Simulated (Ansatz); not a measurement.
# Mn under changes of volume

One of the cells (10.754 Å³/atom); the others are scaled copies at fixed shape and fractional positions:

```
CELL_PARAMETERS angstrom
2.48365 0.00000 0.00000
-1.24182 2.15090 0.00000
0.00000 0.00000 4.02620
ATOMIC_POSITIONS crystal
Mn 0.33333 0.66667 0.25000
Mn 0.66667 0.33333 0.75000
```

This isn't the form of Mn at room conditions, which is a 58-atom cubic cell.

```yaml
Program: Ansatz 0.2.0
Functional: r2SCAN
Potentials_or_basis: Ansatz PAW
Cutoff: "500 eV (not typed: the program's choice for these potentials)"
k_mesh: 12 × 12 × 7
Occupations: fermi-dirac, width 0.05 eV
Spin: collinear spin, ferromagnetic start
Starting_moments: "[4.0, 4.0] μB"
```

| volume (Å³/atom) | energy over the lowest point (meV/atom) | pressure (GPa) |
| --- | --- | --- |
| 10.109 | 83.85 | 22.4 |
| 10.324 | 58.05 | 16.6 |
| 10.539 | ? | ? |
| 10.754 | 27.19 | 9.5 |
| 10.969 | 13.32 | 11.1 |
| 11.184 | 0.00 | 8.4 |

Problem. What does the run at 10.539 Å³/atom give?

Solution. Energy over the lowest point 39.77 meV/atom; pressure 11.8 GPa.

Worked out: A Birch-Murnaghan fit of order 3 (a polynomial in V^(-2/3)) to the other rows has no minimum within the range. It gives 40.45 meV/atom at 10.539 Å³/atom, against the run's 39.77, and -dE/dV = 11.4 GPa, against 11.8.

Energies are extrapolated to zero smearing.

Caveats: the magnetic or orbital state may not be the lowest; the PAW data sets come from PBE, with cores solved anew for the run's functional, which leaves a small shift of forces and pressure; the starting moments weren't kept.
